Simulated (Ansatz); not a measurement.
Crystal: TePt.

```
Pt Te
1.0
     1.98157    1.14406    6.66103
    -1.98157    1.14406    6.66103
     0.00000   -2.28812    6.66103
Pt Te
2 2
Direct
  0.12967 0.12967 0.12967
  0.87033 0.87033 0.87033
  0.40200 0.40200 0.40200
  0.59800 0.59800 0.59800
```

* Program: Ansatz 0.2.0
* Task: relaxation of cell and atoms
* Functional: BLYP
* Dispersion: D4
* Potentials or basis: Ansatz PAW
* Cutoff: 420 eV (not typed: the program's choice for these potentials)
* k mesh: 8 × 8 × 8
* Occupations: fermi-dirac, width 0.05 eV
* Spin: no spin polarisation

At the start: volume 22.65 Å³/atom.

Problem. Where does the relaxation end?

Solution. It ends after 6 steps and the volume is 22.96 Å³/atom (+1.4 %); space group R-3m (No. 166, to 0.05 Å).

The path:
| step | energy change (eV) | largest force (eV/Å) | volume (Å³) |
| --- | --- | --- | --- |
| 1 | 0.0000 | 0.8441 | 90.60 |
| 2 | -0.0755 | 0.0686 | 92.86 |
| 3 | -0.0785 | 0.0497 | 92.16 |
| 4 | -0.0795 | 0.0160 | 91.70 |
| 5 | -0.0795 | 0.0043 | 91.83 |
| 6 | -0.0799 | 0.0043 | 91.83 |

Final structure:
```
CELL_PARAMETERS angstrom
1.99563 1.15218 6.65618
-1.99563 1.15218 6.65618
0.00000 -2.30435 6.65618
ATOMIC_POSITIONS crystal
Pt 0.12862 0.12862 0.12862
Pt 0.87138 0.87138 0.87138
Te 0.39835 0.39835 0.39835
Te 0.60165 0.60165 0.60165
```

Caveat: the plane-wave basis is chosen anew once the cell has moved, so the energies of steps on either side of that aren't comparable; the PAW data sets come from PBE, with cores solved anew for the run's functional, which leaves a small shift of forces and pressure.
